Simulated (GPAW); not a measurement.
Runs of GPAW 26.7.0 on AlN. It takes space group P6_3mc (No. 186, hexagonal). Conventional cell: a = 3.113 Å, b = 3.113 Å, c = 4.981 Å, α = 90.00°, β = 90.00°, γ = 120.00°. Al (site symmetry 3m) is surrounded by 4 N at 1.89 Å. N (site symmetry 3m) has 4 Al at 1.89 Å as nearest neighbours. 

```csv
task,level,potentials or basis,cell,cutoff (eV),maxiter,band path,band points,optimizer,fmax,other keys,gap on the mesh (eV),pressure (GPa),largest force (eV/Å)
single point,PBE,"GPAW PAW data sets (gpaw-data 1.2.1), pw",as given,900,75,-,-,-,-,"several, not listed",4.23,5.1,0.13
band structure,r4SCAN,"GPAW PAW data sets (gpaw-data 1.2.1), pw",as given,800,150,"GMKGALHA,LM,KH",100,-,-,-,(a),-0.8,-
band structure,BEEF-vdW,"GPAW PAW data sets (gpaw-data 1.2.1), pw",as given,800,150,"GMKGALHA,LM,KH",80,-,-,-,4.42,-,0.13
band structure,mBEEF,"GPAW PAW data sets (gpaw-data 1.2.1), pw",as given,800,150,"GMKGALHA,LM,KH",60,-,-,-,5.04,(c),0.12
relaxation of cell and atoms,PW91,"PAW data sets generated in the run's folder for this functional, pw",relaxed,800,150,-,-,FIRE,0.05 eV/Å,-,(b),-0.5,0.03
```

Alike in all rows: no spin polarisation; k mesh 7 × 7 × 4; smearing fermi-dirac 0.05 eV.

Fill in the values left out.

(a) 4.88; (b) 4.05; (c) -1.4.

Caveats: the PAW data sets were made with another functional, which shifts forces and pressure a little (some runs); the forces don't sum to zero, a sign of grid noise (some runs); later steps reuse the first step's grids (some runs).

